# Fine structure of Xe⁵⁺ by hand: one spin-orbit constant and level repulsion

## The Landé picture and what the levels do

The simplest picture of a 5s5p² ion takes each term as pure and lets spin-orbit coupling split it by the Landé rule. The two steps inside ⁴P should then stand as 3 to 5, growing with J. The ²D term should not split at all, because its two p electrons have paired spins and the lone s electron carries no orbital momentum. The measured levels of Xe⁵⁺ contradict both statements: the ⁴P steps are 7792 and 6827 cm⁻¹, so the upper one is the smaller, and ²D is split by 4360 cm⁻¹.

Xe⁵⁺ levels from OpenMolcas 26.06: state-averaged CASSCF and CASPT2 (active shells in brackets), ANO-R1 basis (6s5p3d1f), X2C, finite nucleus, spin-orbit state interaction with atomic mean-field integrals. CASPT2 uses an IPEA shift of 0.25 Ha and an imaginary shift of 0.1 Ha. Levels are paired with NIST's by configuration, term and J, each set counted from its ground level.

| level | measured (cm⁻¹) | CASSCF (5s 5p) less measured (cm⁻¹) | MS-CASPT2 (5s 5p) less measured (cm⁻¹) | SS-CASPT2 (5s 5p) less measured (cm⁻¹) |
| --- | --- | --- | --- | --- |
| 5s2.5p1 2Po 1/2 | 0 | 0 | 0 | 0 |
| 5s2.5p1 2Po 3/2 | 15599 | -780 | -650 | -780 |
| 5s1.5p2 4P 1/2 | 92586 | -12700 | -6050 | -6440 |
| 5s1.5p2 4P 3/2 | 100378 | -13500 | -6600 | -6990 |
| 5s1.5p2 4P 5/2 | 107205 | -12890 | -6700 | -7090 |
| 5s1.5p2 2D 3/2 | 124870 | 3010 | -3350 | -3740 |
| 5s1.5p2 2D 5/2 | 129230 | 1070 | -4180 | -4580 |
| 5s1.5p2 2S 1/2 | 157996 | -12030 | -3700 | -4090 |
| 5s1.5p2 2P 3/2 | 159112 | 9930 | -5280 | -5670 |

A label gives configuration, term and J; in ⁴P 3/2 the 4 is the spin multiplicity, P the orbital momentum, and an added "o" marks odd parity. The measured levels are NIST's, counted from the ground level, whose row is zero by construction. Each other column is computed less measured, so a computed level is the measured value plus the entry. CASSCF correlates only the three 5s and 5p electrons among themselves; the two CASPT2 variants add the rest of the valence correlation, and that of 4d, to second order.

## Why levels of the same J repel

Spin-orbit coupling conserves J and parity but not L and S, so it joins levels of equal J from different terms. Two levels a gap Δ apart, joined by a matrix element V, are each pushed away from the other by about V²/Δ. All elements are fixed multiples of one constant, ζ of the 5p electron. The ground doublet supplies it, since a single p electron splits by 3ζ/2.

The multiples follow from the standard p² matrix with the s electron coupled on afterwards. In p², the levels ³P₂, ³P₁ and ³P₀ shift by +ζ/2, −ζ/2 and −ζ; ³P₂ couples to ¹D₂ with V² = ζ²/2 and ³P₀ to ¹S₀ with V² = 2ζ². For J = 3/2, angular-momentum recoupling makes ⁴P one sixth ³P₂ and five sixths ³P₁, and ²P the reverse. The ⁴P shift is then (1/6)(ζ/2) − (5/6)(ζ/2) = −ζ/3, and since only the ³P₂ part reaches ²D, that coupling is (1/6)(ζ²/2) = ζ²/12. The same steps give the whole list:

- First-order shifts in units of ζ: ⁴P −5/6, −1/3, +1/2 for J = 1/2, 3/2, 5/2; ²P −2/3, +1/3 for J = 1/2, 3/2; ²D and ²S zero.
- V² in units of ζ², J = 5/2: ⁴P–²D 1/2.
- J = 3/2: ⁴P–²D 1/12, ⁴P–²P 5/36, ²D–²P 5/12.
- J = 1/2: ⁴P–²S 4/3, ⁴P–²P 1/18, ²P–²S 2/3.

The list already explains the pattern. The outer ⁴P levels have strong partners above them, ²D for J = 5/2 and ²S for J = 1/2, while ⁴P 3/2 has only weak ones. Both ends of the quartet sink and the middle hardly moves, which stretches the lower step and squeezes the upper. In ²D, J = 5/2 is pushed up from below, and J = 3/2 is pushed down on balance by ²P above it.

## The rule

A term centre means the energy a term would have without spin-orbit coupling, on the scale of the levels. An unmixed level is the centre plus its first-order shift.

1. Take ζ as 2/3 of the ground splitting.
2. Undo the J = 5/2 pair as a two-level problem. If G is the observed gap, the unmixed gap is √(G² − 2ζ²), placed symmetrically about the mean of the two levels. This gives the ⁴P and ²D centres.
3. From ²P 3/2 and then ²S 1/2 subtract the pushes V²/Δ, with Δ measured from the observed level to the unmixed partner. This gives the other two centres.
4. Predict ⁴P 1/2, ⁴P 3/2 and ²D 3/2 as unmixed level plus pushes, down from partners above and up from partners below.

Nothing is fitted, but five levels go in and three come out. The rule fills in or checks fine structure once the terms have been located.

## Two rows worked

Neither ⁴P 3/2 nor ²D 3/2 is an input, and neither needs the ²S level. All values are in cm⁻¹ and use measured levels.

- ζ = (2/3) × 15599 = 10399, so ζ² = 1.0815 × 10⁸ and √2 ζ = 14707.
- G = 129230 − 107205 = 22025; unmixed gap √(22025² − 14707²) = 16395; each level was pushed by (22025 − 16395)/2 = 2815.
- ²D centre: 129230 − 2815 = 126415. ⁴P centre: 107205 + 2815 − ζ/2 = 104820.
- Unmixed ⁴P 3/2: 104820 − ζ/3 = 101354.
- Unmixed ²P 3/2: 159112 − (5/12)ζ²/(159112 − 126415) − (5/36)ζ²/(159112 − 101354) = 159112 − 1378 − 260 = 157474.

For ⁴P 3/2, the push from ²D is (1/12)ζ²/(126415 − 101354) = 360 and the push from ²P is (5/36)ζ²/(157474 − 101354) = 268, both downward:

E(⁴P 3/2) = 101354 − 360 − 268 = 100726, measured 100378.

For ²D 3/2, the same 360 acts upward, and ²P pushes down by (5/12)ζ²/(157474 − 126415) = 1451:

E(²D 3/2) = 126415 + 360 − 1451 = 125324, measured 124870.

The estimates are high by about 350 and 450 cm⁻¹, under 0.4 % of the level energies. That percentage flatters the rule, because most of each level energy came in with the inputs. The fair measure is the splitting. The predicted ²D splitting, 129230 − 125324 or about 3900 cm⁻¹, is some 10 % short of the measured one, and all of it comes from repulsion.

## Accuracy over the table

The rule was applied to four sets of levels, the measured ones and those of the three methods, each with its own ground splitting; the analysis output after this text lists the residuals. Over the twelve predictions the rms error is about 420 cm⁻¹ and the worst is 725 cm⁻¹, for measured ⁴P 1/2, far above the ±5 cm⁻¹ to which the table is rounded. Only the three predictions of measured levels test the physics. The calculations diagonalise this kind of matrix themselves, so agreement with them checks the approximations of the rule, among them the transfer of ζ from the ground term, and not its truth for the real ion.

The rule beats first-order Landé intervals in all twelve cases, by very unequal margins. Landé misses measured ⁴P 3/2 by about 1840 cm⁻¹ and ²D 3/2 by the whole splitting, but misses ⁴P 1/2 by only about 750, practically the same as the rule. This is a cancellation: the pushes on the bottom of the quartet add to about 2840 cm⁻¹ and the push on the top is 2815. The total width of ⁴P therefore stays near 4ζ/3 while its inner structure is distorted, and a correct total width is no evidence of pure LS coupling.

All twelve errors are positive, which points to a systematic cause. Stopping at second order is not it: exact diagonalisation with the same centres moves the predictions by about 110 cm⁻¹ at most, some up and some down. The errors do respond to the size of ζ. Fitting ζ to the three predicted rows gives a value 3 to 6 % above the ground-doublet one in every set and brings the errors below 200 cm⁻¹. Those rows are then part of the fit, so a factor near 1.05 is a calibration on this ion and not a prediction.

One reason for a low ground-doublet ζ is visible in the runs. The ground term has a 5s occupation of 1.963 in place of 2, which means an admixture of about 2 % of 5p³ ²P, and a half-filled p shell has no first-order splitting. That accounts for part of the shortfall. In the real ion, weaker screening of 5p once a 5s electron is promoted may act in the same direction. The runs cannot show this, because their ground-term orbitals are averaged largely over 5p³ states and so already belong to an ion with few 5s electrons.

## First limit: a near-degenerate pair

The series in V²/Δ needs V/Δ well below one. For measured levels the ratio is about 0.2 for ²D–²P and for ⁴P–²S, which is safe, and 0.45 for the J = 5/2 pair, which is why step 2 solves that pair exactly. For ²P–²S at J = 1/2 it is about 4, since the unmixed levels nearly coincide. There the plain push formula is useless, the two states mix heavily, and a term label names only the larger component.

This explains the odd row of the table, ²S 1/2, where the error goes from −12030 cm⁻¹ in CASSCF to −3700 in MS-CASPT2. With the spin-free term energies of the runs in the matrix, CASSCF puts unmixed ²P 1/2 above ²S, so the root rich in ²S (weight about 0.7) is the lower of the pair. In both CASPT2 variants and in the measured set the order is reversed and the ²S-rich root is the upper. The CASSCF level is pushed down where the measured one is pushed up, and the row compares different roots. Upper root against upper root, the model puts CASSCF about 4900 cm⁻¹ too high.

The ²S centre itself is close in CASSCF, within a few hundred cm⁻¹ of the one inferred from measured levels; the fault lies with ²P. Step 3 survives the near-degeneracy because its denominators start from the observed level, which works for either root. Even so, it recovers the ²S centres of the runs only to about 500 cm⁻¹, against under 200 for the other three terms. The ²S centre enters only the prediction of ⁴P 1/2, through a large gap.

## Second limit: the centres must be supplied

It is tempting to cut the inputs with Slater's scheme, where a p–p integral F₂ and an s–p exchange integral K fix all term distances: ²S − ²D = 9F₂, ²P − ⁴P = 3K, and hence ²D − ⁴P = 6F₂ + K. CASSCF obeys the last relation to about 200 cm⁻¹, which is nearly built in, as each of these terms is a single configuration there. The centres inferred from measured levels miss it by about 9900 cm⁻¹ and the CASPT2 terms by about 8300. An error of that size is twenty times that of the fine-structure rule, so this two-parameter shortcut to the centres is not usable here.

The cause is dynamic correlation, which depends on the term. Electrons of parallel spin already avoid each other, so the quartet gains least and the doublets gain more. The numbers show the result: the ²P − ⁴P distance falls from about 73800 cm⁻¹ in CASSCF to 51100 in CASPT2, close to the 49200 inferred from measured levels. The 5s²5d configuration, a known partner of ²D that lies outside this active space and enters CASPT2 only to second order, should be part of what presses ²D down; its share is not separated here, and one failed relation cannot say which term has moved.

The same separation tells how to read the error columns. For the excited levels in CASPT2 the bulk of the error sits in the centres and less in the fine structure, so it changes only modestly inside a term: in the multistate variant from −6050 to −6700 cm⁻¹ across ⁴P and from −3350 to −4180 cm⁻¹ across ²D. The CASSCF entry for ²S 1/2 cannot be read this way, as it compares different roots. Every excited level is low in CASPT2; ground-state orbitals averaged largely over 5p³ states and a small basis without diffuse functions may contribute, to an untested extent. MS- and SS-CASPT2 differ by one offset of about 390 cm⁻¹ for all 5s5p² levels, traceable to a lower ground level in the multistate run. CASPT2 does not keep the components of a term exactly degenerate, so each term energy is a mean over them. The spread is large only for 5p³ ²D, 2826 cm⁻¹ in the multistate run and 181 in the single-state one; the 5s5p² terms used here spread by 21 cm⁻¹ at most. Both CASPT2 runs do warn of unequal reference weights, which range from 0.884 to 0.958, and of likely intruder states. That is a caution on the CASPT2 centres, though not proof that an intruder has shifted any of them.

## Neighbouring ions

The coefficients hold for any ns np² configuration, and only the ratio of ζ to the term gaps changes. Lighter ions with the same three valence electrons, such as the fivefold ions of argon and krypton, have a smaller ζ while the electrostatic gaps remain of similar order. First-order shifts scale as ζ and pushes as ζ²/Δ, so theory has the ⁴P steps return towards 3 to 5 and the ²D splitting from this mechanism fade quickly. Towards higher charge along the indium-like sequence ζ grows much faster than the gaps, V/Δ tends to rise, and the levels begin to regroup by the j values of the two p electrons. The hand series then gives way to the full small matrices. These fail in turn once the 4f shell, which drops towards 5p and then below it along this sequence, brings in configurations of its own. These trends are argued from scaling; the accuracy quoted above was established on Xe⁵⁺ alone.

Output of the analysis:

```
Energies in cm-1 above the ground level; table errors rounded to +-5
meas: zeta 10399; centres 4P 2D 2S 2P  104820  126415  149063  154007
  4P steps 7792 6827 ratio 0.88 (Lande 1.67); 2D split 4360 (Lande 0)
  errors 4P1/2 4P3/2 2D3/2: rule     725     348     454 | Lande     753   -1839    4360
  exact matrix, same centres     638     450     346 | rule, best zeta 10985 (x1.056)      -4     174     -47
CAS: zeta 9879; centres 4P 2D 2S 2P   90787  128888  149328  164570
  4P steps 6992 7437 ratio 1.06 (Lande 1.67); 2D split 2420 (Lande 0)
  errors 4P1/2 4P3/2 2D3/2: rule     647     251     162 | Lande    1257    -796    2420
  exact matrix, same centres     602     289     114 | rule, best zeta 10330 (x1.046)      29     -21     -55
MS: zeta 9966; centres 4P 2D 2S 2P   97747  122825  146735  148943
  4P steps 7242 6727 ratio 0.93 (Lande 1.67); 2D split 3530 (Lande 0)
  errors 4P1/2 4P3/2 2D3/2: rule     490     117     191 | Lande     681   -1578    3530
  exact matrix, same centres     408     194     113 | rule, best zeta 10306 (x1.034)      41     -31     -55
SS: zeta 9879; centres 4P 2D 2S 2P   97359  122467  146422  148608
  4P steps 7242 6727 ratio 0.93 (Lande 1.67); 2D split 3520 (Lande 0)
  errors 4P1/2 4P3/2 2D3/2: rule     606     157     241 | Lande     797   -1506    3520
  exact matrix, same centres     526     232     165 | rule, best zeta 10304 (x1.043)      45     -29     -64
Rule, 12 predictions: rms 418, worst 725; measured only: 0.78 0.35 0.36 percent of level
Measured J=5/2: gap 22025, sqrt2*zeta 14707, unmixed gap 16395, push 2815, mixing 13 percent
Worked 4P 1/2: first order, two pushes   96154   -2725    -118 = 93311, measured 92586
Worked 4P 3/2: first order, two pushes  101354    -360    -268 = 100726, measured 100378
Worked 2D 3/2: first order, two pushes  126415     360   -1451 = 125324, measured 124870
Measured V/gap: 4P-2D 5/2 0.45, 2D-2P 3/2 0.22, 4P-2S 1/2 0.23, 2P-2S 1/2 4.27
meas J=1/2 roots   93224  141489  157579, 2S weights 0.33 0.62, listed 2S is root 3
CAS run terms: zeta 10182, worst misfit 139, centres from rule less run     132      87     475     128
  J=1/2 roots   79973  145827  162877, 2S weights 0.68 0.29, listed root 2, upper less measured 2S 4881
  run centres less measured centres 4P 2D 2S 2P  -14165    2386    -210   10435
MS run terms: zeta 10177, worst misfit 96, centres from rule less run      66     103    -468     118
  J=1/2 roots   86624  137435  154384, 2S weights 0.26 0.70, listed root 3, upper less measured 2S -3612
  run centres less measured centres 4P 2D 2S 2P   -7139   -3693   -1860   -5182
SS run terms: zeta 10175, worst misfit 94, centres from rule less run      69     136    -390     174
  J=1/2 roots   86235  137045  153992, 2S weights 0.26 0.70, listed root 3, upper less measured 2S -4004
  run centres less measured centres 4P 2D 2S 2P   -7530   -4084   -2251   -5573
Slater meas: 2P-4P 49187, F2 2516, K 16396, 2D-4P 21595 vs 6F2+K 31494, misfit -9899
Slater CAS: 2P-4P 73787, F2 2228, K 24596, 2D-4P 38146 vs 6F2+K 37964, misfit 182
Slater MS: 2P-4P 51144, F2 2720, K 17048, 2D-4P 25041 vs 6F2+K 33369, misfit -8328
Slater SS: 2P-4P 51144, F2 2720, K 17048, 2D-4P 25041 vs 6F2+K 33369, misfit -8328
Term shifts CAS to MS, 4P 2D 2S 2P    6944   -6161   -1732  -15699
MS less SS, 5s.5p2 levels 390 to 400; terms 310 plus lowering 81
Ground splitting error percent CAS MS SS: -5.0 -4.2 -5.0
```
